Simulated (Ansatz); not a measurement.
Space group P6_3/mmc (No. 194). a = 3.936 Å, b = 3.936 Å, c = 12.901 Å, α = 90.00°, β = 90.00°, γ = 120.00°
```
atom site symmetry x y z
  Ca    2a      -3m.  0.0000  0.0000  0.0000
  Ca    2c      -6m2  0.3333  0.6667  0.2500
```

Equation of state of this Ca structure (not necessarily the ground state), with shape and atoms relaxed at each volume where symmetry leaves them free. It has no gap at any of these volumes. Level of theory: DFT r2SCAN, scalar-relativistic, plane waves, PAW (Ansatz).

Plane waves to 500 eV, a k mesh through Γ of 12×12×4 on the computed 4-atom cell and Gaussian smearing (0.10 eV); no spin polarisation.

| V (Å³/atom) | E − E(largest V) (meV/atom) | P (GPa) |
| --- | --- | --- |
| 40.682 | 1.31 | 1.21 |
| 41.981 | -5.77 | 0.57 |
| 43.279 | -7.98 | 0.00 |
| 44.578 | -5.89 | -0.50 |
| 45.876 | 0.00 | -0.94 |

Problem. Fit a third-order Birch–Murnaghan equation to E(V).

Solution. V0 = 43.27 Å³/atom, B0 = 18 GPa, B0' = 3.2.

This form isn't the element's structure at ambient conditions.

Cost: 5 runs of about 5.2 core-minutes in all, on Arm Neoverse V1 (shared hosts).